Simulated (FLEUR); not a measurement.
Co:

```
CELL_PARAMETERS angstrom
2.48736 0.00000 0.00000
-1.24368 2.15412 0.00000
0.00000 0.00000 4.06329
ATOMIC_POSITIONS crystal
Co 0.33333 0.66667 0.74014
Co 0.66667 0.33333 0.25986
```

Base run:

* Program: FLEUR MaX-R8.1 (later development tree)
* Functional: TPSS
* Potentials or basis: all-electron
* Basis: FLAPW
* Kmax: 4.67 1/bohr
* k mesh: 12 × 12 × 7
* Occupations: fermi-dirac, width 0.05 eV
* Spin: collinear spin, ferromagnetic start
* Starting moments: [2.0, 2.0] μB

Its results: net moment 3.34 μB per cell; site moments Co +1.75 μB.

Q: The run is repeated on the same cell with these changes: functional from TPSS to r2SCAN. What comes out?

A: Net moment 3.59 μB per cell; site moments Co +1.94 μB.

Caveats: the meta-GGA is that of a development version, with a GGA for the radial functions and cores and without core tails.
